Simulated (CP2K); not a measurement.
InP:

```
In P
1.0
     4.14435    0.00000    0.00000
     2.07218    3.58911    0.00000
     2.07218    1.19637    3.38385
In P
1 1
Cartesian
  0.0000 0.0000 0.0000
  6.2165 3.5891 2.5379
```

Base run:

```yaml
Program: CP2K 2026.2
Functional: HLE16
Potentials_or_basis: POTENTIAL_UZH In GTH-PBE-q13, P GTH-PBE-q5; TZVP-MOLOPT-PBE-GTH basis
Density_cutoff: 9184 eV
k_mesh: 8 × 8 × 8
Occupations: fermi-dirac, width 0.05 eV
Spin: no spin polarisation
```

Its results: band gap on the k mesh 1.18 eV, direct; pressure -5.6 GPa.

Problem. After a change of settings the same cell gave: band gap on the k mesh 0.75 eV, direct; pressure 4.9 GPa. Which change was it?
A. functional from HLE16 to PBE
B. functional from HLE16 to PW91
C. functional from HLE16 to revPBE
D. functional from HLE16 to LDA

Solution. C.

Caveats: the potentials were made for another functional, which shifts forces and pressure; spin-orbit coupling is left out, which moves the levels of the heavy elements; the basis of atomic orbitals isn't converged, which shifts pressures, moduli and gaps; the potentials were made for a functional far from this one (some runs).
